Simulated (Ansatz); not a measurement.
ZnS: frozen-core PAW against all-electron methods

```
Zn S
1.0
     0.00000    2.70465    2.70465
     2.70465    0.00000    2.70465
     2.70465    2.70465    0.00000
Zn S
1 1
Direct
  0.00000 0.00000 0.00000
  0.75000 0.75000 0.75000
```

Atoms are numbered in the order listed.

The cell is COD entry 9000107, as deposited and not checked against the literature; nothing was relaxed.

Methods: DFT, PBEsol, PAW with Ansatz's default frozen-core files, scalar-relativistic (Ansatz 0.2.0); DFT, PBEsol, all-electron LAPW, scalar-relativistic (Ansatz 0.2.0).

For PAW: a Γ-centred 8×8×8 k mesh, Fermi–Dirac smearing of 0.01 eV, cutoff 420 eV, no spin polarisation; the PAW files were made with PBE, and the program remakes their frozen cores for this functional. LAPW targets a basis error of 0.25 meV/atom. The Ansatz runs share mesh, smearing and spin set-up. Plane-wave (PAW) pressures include the program's estimate of the Pulay term.

Stress and pressure are positive in compression.

Levels count from the top of the valence band.

| quantity | PAW | LAPW |
| --- | --- | --- |
| pressure (GPa) | -2.18 | -2.17 |
| band gap (eV) | 1.960 | 1.963 |
| highest filled level at Γ (eV) | 0.000 | 0.000 |
| lowest empty level at Γ (eV) | 1.960 | 1.963 |
| highest filled level at K (eV) | -1.820 | -1.818 |
| lowest empty level at K (eV) | 3.986 | 3.988 |

PAW's pressure differs from the LAPW value by about 0.01 GPa or less.
